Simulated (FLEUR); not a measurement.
# Pt (Im-3m) in FLEUR: a series of runs

One crystal, Pt, is run at these levels: LDA; tasks: band structure, equation of state.

Everything below comes from runs of FLEUR MaX-R8.1 (later development tree). Logs are shortened: lines on timing, memory, paths and dates and some standing lists are left out, and cuts for length are marked.

**1. Starting point**

The structure is cubic, space group Im-3m (No. 229). Conventional cell: a = 3.168 Å, b = 3.168 Å, c = 3.168 Å, α = 90.00°, β = 90.00°, γ = 90.00°. Pt (site symmetry m-3m) has 8 Pt at 2.74 Å as nearest neighbours.

This isn't the form of Pt at room conditions, which is fcc.

**2. Band structure, LDA**

File inp.xml:

```xml
<?xml version="1.0" encoding="UTF-8" standalone="no"?>
<fleurInput fleurInputVersion="0.39">
   <comment>
      Pt                                                                                                  
   </comment>
   <calculationSetup>
      <cutoffs Kmax="4.1" Gmax="12.7" GmaxXC="12.7" numbands="0"/>
      <scfLoop itmax="60" minDistance="0.00001" maxIterBroyd="15" imix="Anderson" alpha="0.05" precondParam="0.0" spinf="2.0" sdNocoIR="T"/>
      <coreElectrons ctail="T" frcor="F" kcrel="0" coretail_lmax="0"/>
      <xcFunctional name="vwn" relativisticCorrections="F"/>
      <magnetism jspins="1"/>
      <soc l_soc="F" theta="0.0" phi="0.0" spav="F"/>
      <expertModes spex="0" secvar="F"/>
      <geometryOptimization l_f="F" forcealpha="1.0" forcemix="BFGS" epsdisp="0.00001" epsforce="0.00001"/>
      <ldaU l_linMix="F" mixParam="0.05" spinf="1.0"/>
   </calculationSetup>
   <cell>
      <bzIntegration valenceElectrons="18.0" mode="hist" fermiSmearingEnergy="0.00183747">
         <kPointListSelection listName="default-1"/>
         <!-- k-points included here -->
         <xi:include xmlns:xi="http://www.w3.org/2001/XInclude" href="kpts.xml"> </xi:include>
      </bzIntegration>
      <!-- symmetry operations included here -->
      <xi:include xmlns:xi="http://www.w3.org/2001/XInclude" href="sym.xml"> </xi:include>
      <bulkLattice scale="1.0">
         <bravaisMatrix>
            <row-1>   -2.9937419211138119     2.9937419211138119     2.9937419211138119</row-1>
            <row-2>    2.9937419211138119    -2.9937419211138119     2.9937419211138119</row-2>
            <row-3>    2.9937419211138119     2.9937419211138119    -2.9937419211138119</row-3>
         </bravaisMatrix>
      </bulkLattice>
   </cell>
   <atomSpecies>
      <species name="Platinum (Pt)" element="Pt" atomicNumber="78">
         <mtSphere radius="2.4" gridPoints="793" logIncrement="0.017"/>
         <atomicCutoffs lmax="10" lnonsphr="10"/>
         <electronConfig flipSpins="F">
            <coreConfig>(1s1/2) (2s1/2) (2p1/2) (2p3/2) (3s1/2) (3p1/2) (3p3/2) (4s1/2) (3d3/2) (3d5/2) (4p1/2) (4p3/2) (4d3/2) (4d5/2) (4f5/2) (4f7/2)</coreConfig>
            <valenceConfig>(5s1/2) (5p1/2) (5p3/2) (6s1/2) (5d3/2) (5d5/2)</valenceConfig>
            <stateOccupation state="(6s1/2)" spinUp="0.500000" spinDown="0.500000"/>
            <stateOccupation state="(5d3/2)" spinUp="1.800000" spinDown="1.800000"/>
            <stateOccupation state="(5d5/2)" spinUp="2.700000" spinDown="2.700000"/>
         </electronConfig>
         <energyParameters s="6" p="6" d="5" f="5"/>
         <lo type="SCLO" l="0" n="5" eDeriv="0"/>
         <lo type="SCLO" l="1" n="5" eDeriv="0"/>
         <lo type="SCLO" l="1" n="5" eDeriv="1"/>
         <lo type="SCLO" l="2" n="5" eDeriv="2"/>
         <lo type="SCLO" l="3" n="5" eDeriv="2"/>
      </species>
   </atomSpecies>
   <atomGroups>
      <atomGroup species="Platinum (Pt)">
         <relPos label="                   1">.0000000000 .0000000000 .0000000000</relPos>
         <force calculate="T" relaxXYZ="TTT"/>
      </atomGroup>
   </atomGroups>
   <output dos="F" band="F" slice="F">
      <checks vchk="F" cdinf="F"/>
      <bandDOS minEnergy="-.5*Htr" maxEnergy="0.5*Htr" sigma="0.015" storeEVData="T"/>
      <vacuumDOS vacdos="F" integ="F" star="F" nstars="0" locx1="0.0" locy1="0.0" locx2="0.0" locy2="0.0" nstm="0" tworkf="0.0"/>
      <unfoldingBand unfoldBand="F" supercellX="1" supercellY="1" supercellZ="1"/>
      <plotting iplot="0" polar="F">
         <plot TwoD="T" vec1="  1.0  0.0  0.0" vec2="  0.0  1.0  0.0" vec3="  0.0  0.0  1.0" zero="  0.0  0.0  0.0" file="plot"/>
      </plotting>
      <chargeDensitySlicing numkpt="0" minEigenval="0.0" maxEigenval="0.0" nnne="0" pallst="F"/>
      <specialOutput eonly="F"/>
      <moessbauerParams electricFieldGradient="T" isomerShift="T" coreHyperfine="T" valenceHyperfine="T"/>
      <magneticCircularDichroism mcd="F" energyLo="-10.0" energyUp="0.0"/>
   </output>
  <!-- We include the file relax.xml here to enable relaxations (see documentation) -->
  <xi:include xmlns:xi="http://www.w3.org/2001/XInclude" href="relax.xml"> <xi:fallback/> </xi:include>
</fleurInput>
```

File crystal.txt:

```
Pt
&input cartesian=F /
-1.5842200000  1.5842200000  1.5842200000
1.5842200000  -1.5842200000  1.5842200000
1.5842200000  1.5842200000  -1.5842200000
1.8897261246
1.0 1.0 1.0

1
78 0.0000000000  0.0000000000  0.0000000000

&kpt div1=12 div2=12 div3=12 gamma=T /
```

File inp.xml (bands):

```
<?xml version="1.0" encoding="UTF-8" standalone="no"?>
<fleurInput fleurInputVersion="0.39">
   <comment>
      Pt                                                                                                  
   </comment>
   <calculationSetup>
      <cutoffs Kmax="4.1" Gmax="12.7" GmaxXC="12.7" numbands="0"/>
      <scfLoop itmax="60" minDistance="0.00001" maxIterBroyd="15" imix="Anderson" alpha="0.05" precondParam="0.0" spinf="2.0" sdNocoIR="T"/>
      <coreElectrons ctail="T" frcor="F" kcrel="0" coretail_lmax="0"/>
      <xcFunctional name="vwn" relativisticCorrections="F"/>
      <magnetism jspins="1"/>
      <soc l_soc="F" theta="0.0" phi="0.0" spav="F"/>
      <expertModes spex="0" secvar="F"/>
      <geometryOptimization l_f="F" forcealpha="1.0" forcemix="BFGS" epsdisp="0.00001" epsforce="0.00001"/>
      <ldaU l_linMix="F" mixParam="0.05" spinf="1.0"/>
   </calculationSetup>
   <cell>
      <bzIntegration valenceElectrons="18.0" mode="hist" fermiSmearingEnergy="0.00183747">
         <kPointListSelection listName="path-1"/>
         <!-- k-points included here -->
         <xi:include xmlns:xi="http://www.w3.org/2001/XInclude" href="kpts.xml"> </xi:include>
      </bzIntegration>
      <!-- symmetry operations included here -->
      <xi:include xmlns:xi="http://www.w3.org/2001/XInclude" href="sym.xml"> </xi:include>
      <bulkLattice scale="1.0">
         <bravaisMatrix>
            <row-1>   -2.9937419211138119     2.9937419211138119     2.9937419211138119</row-1>
            <row-2>    2.9937419211138119    -2.9937419211138119     2.9937419211138119</row-2>
            <row-3>    2.9937419211138119     2.9937419211138119    -2.9937419211138119</row-3>
         </bravaisMatrix>
      </bulkLattice>
   </cell>
   <atomSpecies>
      <species name="Platinum (Pt)" element="Pt" atomicNumber="78">
         <mtSphere radius="2.4" gridPoints="793" logIncrement="0.017"/>
         <atomicCutoffs lmax="10" lnonsphr="10"/>
         <electronConfig flipSpins="F">
            <coreConfig>(1s1/2) (2s1/2) (2p1/2) (2p3/2) (3s1/2) (3p1/2) (3p3/2) (4s1/2) (3d3/2) (3d5/2) (4p1/2) (4p3/2) (4d3/2) (4d5/2) (4f5/2) (4f7/2)</coreConfig>
            <valenceConfig>(5s1/2) (5p1/2) (5p3/2) (6s1/2) (5d3/2) (5d5/2)</valenceConfig>
            <stateOccupation state="(6s1/2)" spinUp="0.500000" spinDown="0.500000"/>
            <stateOccupation state="(5d3/2)" spinUp="1.800000" spinDown="1.800000"/>
            <stateOccupation state="(5d5/2)" spinUp="2.700000" spinDown="2.700000"/>
         </electronConfig>
         <energyParameters s="6" p="6" d="5" f="5"/>
         <lo type="SCLO" l="0" n="5" eDeriv="0"/>
         <lo type="SCLO" l="1" n="5" eDeriv="0"/>
         <lo type="SCLO" l="1" n="5" eDeriv="1"/>
         <lo type="SCLO" l="2" n="5" eDeriv="2"/>
         <lo type="SCLO" l="3" n="5" eDeriv="2"/>
      </species>
   </atomSpecies>
   <atomGroups>
      <atomGroup species="Platinum (Pt)">
         <relPos label="                   1">.0000000000 .0000000000 .0000000000</relPos>
         <force calculate="T" relaxXYZ="TTT"/>
      </atomGroup>
   </atomGroups>
   <output dos="F" band="T" slice="F">
      <checks vchk="F" cdinf="F"/>
      <bandDOS minEnergy="-.5*Htr" maxEnergy="0.5*Htr" sigma="0.015" storeEVData="T"/>
      <vacuumDOS vacdos="F" integ="F" star="F" nstars="0" locx1="0.0" locy1="0.0" locx2="0.0" locy2="0.0" nstm="0" tworkf="0.0"/>
      <unfoldingBand unfoldBand="F" supercellX="1" supercellY="1" supercellZ="1"/>
      <plotting iplot="0" polar="F">
         <plot TwoD="T" vec1="  1.0  0.0  0.0" vec2="  0.0  1.0  0.0" vec3="  0.0  0.0  1.0" zero="  0.0  0.0  0.0" file="plot"/>
      </plotting>
      <chargeDensitySlicing numkpt="0" minEigenval="0.0" maxEigenval="0.0" nnne="0" pallst="F"/>
      <specialOutput eonly="F"/>
      <moessbauerParams electricFieldGradient="T" isomerShift="T" coreHyperfine="T" valenceHyperfine="T"/>
      <magneticCircularDichroism mcd="F" energyLo="-10.0" energyUp="0.0"/>
   </output>
  <!-- We include the file relax.xml here to enable relaxations (see documentation) -->
  <xi:include xmlns:xi="http://www.w3.org/2001/XInclude" href="relax.xml"> <xi:fallback/> </xi:include>
</fleurInput>
```

Potentials or basis: all-electron, FLAPW.

Command:

```sh
> inpgen -f crystal.txt -profile fastHighL
> # inp.xml edited to the form shown
> fleur_MPI
> fleur_MPI   # second run, on inp.xml (bands)
```

Standard output:

```text
Welcome to FLEUR        (www.flapw.de)
      MaX-Release 8.1          (www.max-centre.eu)

 ========== k-point set info ==========
 Selected k-point list: default-1
 k-point list type: mesh
 12 x 12 x 12
 Number of k points: 72

 ------------Calculation Setup---------------------------
 Number of MPI-tasks      :            1
 Number of PE/node        :            1
 Number of OMP-threads    :            1
 Most efficient MPI parallelization for:
           1           2           3           4           6           8           9          12          18          24          36          72
 Additional eigenvalue parallelization possible
 Number of basis functions:          175
 Approximate size of matrices (H+S) per k-point:         0.000 GB
 --------------------------------------------------------
 Iteration:     1   Distance:      19.47560618 me/bohr^3
 Iteration:     2   Distance:      17.57842656 me/bohr^3
 Iteration:     3   Distance:       7.48787171 me/bohr^3
 Iteration:     4   Distance:       3.39848076 me/bohr^3
 Iteration:     5   Distance:       3.62349373 me/bohr^3
 Iteration:     6   Distance:       0.34430442 me/bohr^3
 Iteration:     7   Distance:       0.34397397 me/bohr^3
 Iteration:     8   Distance:       0.01735711 me/bohr^3
 Iteration:     9   Distance:       0.01827515 me/bohr^3
 Iteration:    10   Distance:       0.00558383 me/bohr^3
 Iteration:    11   Distance:       0.00036401 me/bohr^3
 Iteration:    12   Distance:       0.00006235 me/bohr^3
 Iteration:    13   Distance:       0.00000172 me/bohr^3

 ********************************************************************
 Run finished successfully
 Stop message:
   all done
 ********************************************************************
```

output (bands):

```text
Welcome to FLEUR        (www.flapw.de)
      MaX-Release 8.1          (www.max-centre.eu)

 ========== k-point set info ==========
 Selected k-point list: path-1
 k-point list type: path
 Number of k points: 60

 ------------Calculation Setup---------------------------
 Number of MPI-tasks      :            1
 Number of PE/node        :            1
 Number of OMP-threads    :            1
 Most efficient MPI parallelization for:
           1           2           3           4           5           6          10          12          15          20          30          60
 Additional eigenvalue parallelization possible
 Number of basis functions:          175
 Approximate size of matrices (H+S) per k-point:         0.000 GB
 --------------------------------------------------------
 Fermi energy correction for metals:
 Fermi energy in bands.* files may not be consistent with last density.
 Please correct it manually (e.g. in band.gnu file).

 Note: Band structure data (together with different weights) is also stored in the banddos.hdf file.
       A convenient way of extracting and plotting the data from that file is by making use of the

 ********************************************************************
 Run finished successfully
 Stop message:
   Charge density postprocessing done.
 ********************************************************************
```

out.xml (last iteration):

```text
<iteration numberForCurrentRun="   13" overallNumber="   13">
         <energyParameters units="Htr">
            <atomicEP atomType="1" spin="1" branch="6s" branchLowest="-3.10" branchHighest="1.91" value="0.3087083026"/>
            <atomicEP atomType="1" spin="1" branch="6p" branchLowest="-1.38" branchHighest="2.91" value="0.4710437094"/>
            <atomicEP atomType="1" spin="1" branch="5d" branchLowest="-10.61" branchHighest="0.70" value="0.3984382827"/>
            <atomicEP atomType="1" spin="1" branch="5f" branchLowest="-1.95" branchHighest="2.82" value="0.7594438758"/>
            <loAtomicEP atomType="1" spin="1" branch="5s" branchLowest="-24.82" branchHighest="-3.10" value="-3.1093498428"/>
            <loAtomicEP atomType="1" spin="1" branch="5p" branchLowest="-18.40" branchHighest="-1.38" value="-1.4619100852"/>
            <loAtomicEP atomType="1" spin="1" branch="5p" branchLowest="-18.40" branchHighest="-1.38" value="-1.4619100852"/>
            <loAtomicEP atomType="1" spin="1" branch="5d" branchLowest="-10.61" branchHighest="0.70" value="0.3844323543"/>
            <loAtomicEP atomType="1" spin="1" branch="5f" branchLowest="-1.95" branchHighest="2.82" value="0.7594352924"/>
         </energyParameters>
         <eigenvalues>
            <eigenvaluesAt spin="1" ikpt="1" k_x="0.00000000" k_y="0.00000000" k_z="0.00000000">
                      -3.1103389232       -1.4143427296       -1.4143427296       -1.4143427296        0.1487967321
                       0.3707396939        0.3707396939        0.3707396939        0.4633336882        0.4633336882
                       1.1251304544        1.1251304544        1.1251304544        1.4898730044        1.4898730044
            </eigenvaluesAt>
            <eigenvaluesAt spin="1" ikpt="2" k_x="0.00000000" k_y="0.00000000" k_z="0.08333333">
                      -3.1102696599       -1.4153527909       -1.4146978479       -1.4143350892        0.1591144796
                       0.3667621378        0.3707165604        0.3789909942        0.4583308900        0.4636186062
                       1.1293901702        1.1323326349        1.1401065516        1.3868999415        1.4038247824
            </eigenvaluesAt>
            <eigenvaluesAt spin="1" ikpt="3" k_x="0.00000000" k_y="0.00000000" k_z="0.16666667">
                      -3.1100802015       -1.4180944587       -1.4156644933       -1.4143156308        0.1879258864
                       0.3563446824        0.3698646391        0.4028987097        0.4495371342        0.4647342655
                       1.1201436349        1.1255797766        1.1826969726        1.3213855433        1.3277049163
            </eigenvaluesAt>
[... 37 lines left out ...]
         </allElectronCharges>
         <moessbauerParams unitsHFF="kG" unitsIS="e/bohr^3" unitsEFG="Htr/bohr^2">
            <coreIsomerShift atomType="1" isTotal="2117320.45010">
               <shell n="1" l="0" isomerShift="1757596.40731"/>
               <shell n="2" l="0" isomerShift="261063.51693"/>
               <shell n="2" l="1" isomerShift="18204.96095"/>
               <shell n="3" l="0" isomerShift="59535.64034"/>
               <shell n="3" l="1" isomerShift="4653.34787"/>
               <shell n="4" l="0" isomerShift="15105.62438"/>
               <shell n="3" l="2" isomerShift="0.00190"/>
               <shell n="4" l="1" isomerShift="1160.94991"/>
               <shell n="4" l="2" isomerShift="0.00050"/>
               <shell n="4" l="3" isomerShift="0.00000"/>
            </coreIsomerShift>
            <isomerShift atomType="1" nucleusRadius="0.0001370" averageDensity="2120414.66375"/>
            <electricFieldGradient atomType="1" VXX="0.00000" VYY="0.00000" VZZ="0.00000" asymParam="0.00000">
            </electricFieldGradient>
         </moessbauerParams>
         <totalEnergy                                    value="   -18436.4803916871" units="Htr">
            <sumOfEigenvalues                            value="   -11313.2444250637">
               <coreElectrons value="-11302.3335884060"/>
               <valenceElectrons value="-10.9108366577"/>
            </sumOfEigenvalues>
            <densityCoulombPotentialIntegral value="-31945.6976464388"/>
            <densityEffectivePotentialIntegral value="-32406.3200411695"/>
            <chargeDenXCDenIntegral value="-346.9792362192"/>
            <FockExchangeEnergyValence value="0.0000000000"/>
            <FockExchangeEnergyCore value="0.0000000000"/>
            <atomTypeDependentContributions atomType="1">
               <electronNucleiInteractionDifferentMTs value="23160.0339975096"/>
               <MadelungTerm value="-49.6939508447"/>
            </atomTypeDependentContributions>
            <tkbTimesEntropy value="0.0002317145"/>
            <freeEnergy value="-18436.4806234017"/>
            <extrapolationTo0K value="-18436.4805075444"/>
         </totalEnergy>
         <densityConvergence units="me/bohr^3">
            <chargeDensity spin="1" distance="0.0000017242"/>
         </densityConvergence>
      </iteration>
```

Wall time 20 s (1 thread of Arm Neoverse N1, shared host); peak memory 0.05 GiB.

Results:

* Free energy: -501682.1953 eV
* Band gap along the path: none (metal or under the smearing width)
* Valence electrons inside the program's atomic spheres: Pt 16.10 (radii Pt 2.4 bohr)

Levels at the corners of the path, in eV from the Fermi level:
| point | band 7 | band 8 | band 9 | band 10 | band 11 | band 12 |
| --- | --- | --- | --- | --- | --- | --- |
| Γ | -3.41 | -3.41 | -0.89 | -0.89 | 17.12 | 17.12 |
| H | 0.59 | 0.59 | 0.59 | 7.66 | 7.66 | 7.66 |
| N | -1.09 | -0.57 | 0.32 | 1.11 | 6.24 | 13.30 |
| Γ | -3.41 | -3.41 | -0.89 | -0.89 | 17.12 | 17.12 |
| P | -4.19 | -0.50 | -0.50 | 4.66 | 9.43 | 9.43 |
| H | 0.59 | 0.59 | 0.59 | 7.66 | 7.66 | 7.66 |
| P | -4.19 | -0.50 | -0.50 | 4.66 | 9.43 | 9.43 |
| N | -1.09 | -0.57 | 0.32 | 1.11 | 6.24 | 13.30 |

Core levels (eV from the Fermi level):
| atom | levels |
| --- | --- |
| 1 Pt | 1s1/2 -78248.4, 2s1/2 -13734.1, 2p1/2 -13165.8, 2p3/2 -11438.4, 3s1/2 -3222.7, 3p1/2 -2967.3, 3p3/2 -2587.7, 4s1/2 -689.0, 3d3/2 -2161.5, 3d5/2 -2079.6, 4p1/2 -580.7, 4p3/2 -490.1, 4d3/2 -312.5, 4d5/2 -295.7, 4f5/2 -68.6, 4f7/2 -65.2 |

Caveat: spin-orbit coupling is left out, which moves the levels of the heavy elements.

**3. Equation of state, LDA, 14.95 Å³/atom (volume scaled by 0.94)**

inp.xml: that of step 2 with these lines changed.

```diff
@@ -6,3 +6,3 @@
    <calculationSetup>
-      <cutoffs Kmax="4.1" Gmax="12.7" GmaxXC="12.7" numbands="0"/>
+      <cutoffs Kmax="4.17" Gmax="12.9" GmaxXC="12.9" numbands="0"/>
       <scfLoop itmax="60" minDistance="0.00001" maxIterBroyd="15" imix="Anderson" alpha="0.05" precondParam="0.0" spinf="2.0" sdNocoIR="T"/>
@@ -24,3 +24,3 @@
       <xi:include xmlns:xi="http://www.w3.org/2001/XInclude" href="sym.xml"> </xi:include>
-      <bulkLattice scale="1.0">
+      <bulkLattice scale="0.9795861087">
          <bravaisMatrix>
@@ -34,3 +34,3 @@
       <species name="Platinum (Pt)" element="Pt" atomicNumber="78">
-         <mtSphere radius="2.4" gridPoints="793" logIncrement="0.017"/>
+         <mtSphere radius="2.35" gridPoints="793" logIncrement="0.017"/>
          <atomicCutoffs lmax="10" lnonsphr="10"/>
```

Potentials or basis: all-electron, FLAPW.

Command:

```sh
> inpgen -f crystal.txt -profile fastHighL
> # inp.xml edited to the form shown
> fleur_MPI
```

Wall time 18 s (1 thread of Arm Neoverse N1, shared host); peak memory 0.08 GiB.

It converged, with:

| Item | Value |
| --- | --- |
| Free energy | -501682.2476 eV |
| Band gap on the k mesh | none (metal or under the smearing width) |
| Valence electrons inside the program's atomic spheres | Pt 16.00 (radii Pt 2.35 bohr) |

[end of part 1 of 2]
